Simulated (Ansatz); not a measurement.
MgS (zincblende) under strain

MgS built on the zincblende prototype, relaxed with r2SCAN in the plane-wave code Ansatz. The symmetry is F-43m (No. 216, cubic); a = 5.662 Å in the conventional setting, 22.69 Å³ an atom. Mg is surrounded by 4 S at 2.45 Å; S is surrounded by 4 Mg at 2.45 Å.

The axes x, y and z are those of this cell:
```
CELL_PARAMETERS angstrom
0.00000 2.83088 2.83088
2.83088 0.00000 2.83088
2.83088 2.83088 0.00000
ATOMIC_POSITIONS crystal
Mg 0.00000 0.00000 0.00000
S 0.25000 0.25000 0.25000
```

Unstrained: The PBE gap is direct at Γ: 3.466 eV. With r2SCAN the gap is 4.142 eV and direct, at Γ. HSE06 gives a direct gap of 4.528 eV at Γ. Meshes: PBE 8×8×8, r2SCAN 8×8×8, HSE06 6×6×6. Strains are changes of length per length. After each strain the atoms were relaxed again with r2SCAN in this cell and within any symmetry left, so distortions that break it or need a larger cell weren't tested; points keep the names that they have in the unstrained zone. These are computed values for a spin-unpolarised cell that may be hypothetical; none is a measurement.

Changes of the least gap in eV (an overlap counts as a negative gap):
```tsv
strain	volume change (%)	space group	PBE	r2SCAN	HSE06	G0W0@PBE (mesh)	energy rise, r2SCAN (meV/atom)
epitaxial -4.0 % in the xy plane, free normal strain +5.09 %	-3.1	I-4m2	+0.008	-0.028	+0.014	+0.02	14.3
epitaxial -3.0 % in the xy plane, free normal strain +3.91 %	-2.2	I-4m2	+0.014	+0.020	+0.019	+0.02	7.8
epitaxial -2.0 % in the xy plane, free normal strain +2.67 %	-1.4	I-4m2	+0.014	+0.017	+0.017	+0.02	3.3
epitaxial -1.0 % in the xy plane, free normal strain +1.37 %	-0.6	I-4m2	+0.008	+0.009	+0.009	+0.01	0.8
epitaxial +1.0 % in the xy plane, free normal strain -1.41 %	+0.6	I-4m2	-0.071	-0.074	-0.074	-0.08	0.7
epitaxial +2.0 % in the xy plane, free normal strain -2.91 %	+1.0	I-4m2	-0.138	-0.144	-0.145	-0.15	2.9
epitaxial +3.0 % in the xy plane, free normal strain -4.49 %	+1.3	I-4m2	-0.203	-0.209	-0.212	-0.22	6.2
epitaxial +4.0 % in the xy plane, free normal strain -6.15 %	+1.5	I-4m2	-0.264	-0.270	-0.276	-0.29	10.6
```
Unstrained, G0W0@PBE with 189 empty bands, a screening cutoff of 150 eV and a 4×4×4 mesh gives 5.03 eV on its mesh; the band count follows the volume. G0W0 values are finite-basis, finite-mesh values.

Epitaxial -4.0 % in the xy plane, free normal strain +5.09 %. HSE06: the gap goes from 4.528 to 4.542 eV (+0.014 eV); least and direct gap lie within 0.04 eV, so its kind isn't settled; with r2SCAN the top three valence levels at Γ, degenerate before, become 2+1 from the top over 302 meV. Stress change with r2SCAN, compression positive: xx +2.68, yy +2.68, zz +0.04 GPa.

Epitaxial -3.0 % in the xy plane, free normal strain +3.91 %. HSE06: the gap goes from 4.528 to 4.547 eV (+0.019 eV); least and direct gap lie within 0.04 eV, so its kind isn't settled; with r2SCAN the top three valence levels at Γ, degenerate before, become 2+1 from the top over 219 meV. Stress change with r2SCAN, compression positive: xx +1.91, yy +1.91, zz +0.01 GPa.

Epitaxial -2.0 % in the xy plane, free normal strain +2.67 %. HSE06: the gap goes from 4.528 to 4.545 eV (+0.017 eV); with r2SCAN the top three valence levels at Γ, degenerate before, become 2+1 from the top over 140 meV. Stress change with r2SCAN, compression positive: xx +1.21, yy +1.21, zz 0.00 GPa.

Epitaxial -1.0 % in the xy plane, free normal strain +1.37 %. HSE06: the gap goes from 4.528 to 4.537 eV (+0.009 eV); with r2SCAN the top three valence levels at Γ, degenerate before, become 2+1 from the top over 68 meV. Stress change with r2SCAN, compression positive: xx +0.57, yy +0.57, zz -0.01 GPa.

Epitaxial +1.0 % in the xy plane, free normal strain -1.41 %. HSE06: the gap goes from 4.528 to 4.454 eV (-0.074 eV); with r2SCAN the top three valence levels at Γ, degenerate before, become 1+2 from the top over 62 meV. Stress change with r2SCAN, compression positive: xx -0.52, yy -0.52, zz -0.01 GPa.

Epitaxial +2.0 % in the xy plane, free normal strain -2.91 %. HSE06: the gap goes from 4.528 to 4.383 eV (-0.145 eV); with r2SCAN the top three valence levels at Γ, degenerate before, become 1+2 from the top over 120 meV. Stress change with r2SCAN, compression positive: xx -0.99, yy -0.99, zz 0.00 GPa.

Epitaxial +3.0 % in the xy plane, free normal strain -4.49 %. HSE06: the gap goes from 4.528 to 4.316 eV (-0.212 eV); with r2SCAN the top three valence levels at Γ, degenerate before, become 1+2 from the top over 173 meV. Stress change with r2SCAN, compression positive: xx -1.40, yy -1.40, zz 0.00 GPa.

Epitaxial +4.0 % in the xy plane, free normal strain -6.15 %. HSE06: the gap goes from 4.528 to 4.252 eV (-0.276 eV); with r2SCAN the top three valence levels at Γ, degenerate before, become 1+2 from the top over 223 meV. Stress change with r2SCAN, compression positive: xx -1.76, yy -1.76, zz +0.01 GPa.

The meshes of the hybrids are coarse, so their gaps aren't converged to the digits shown.

The splittings at Γ are without spin-orbit coupling, which regroups them where it is of like size.
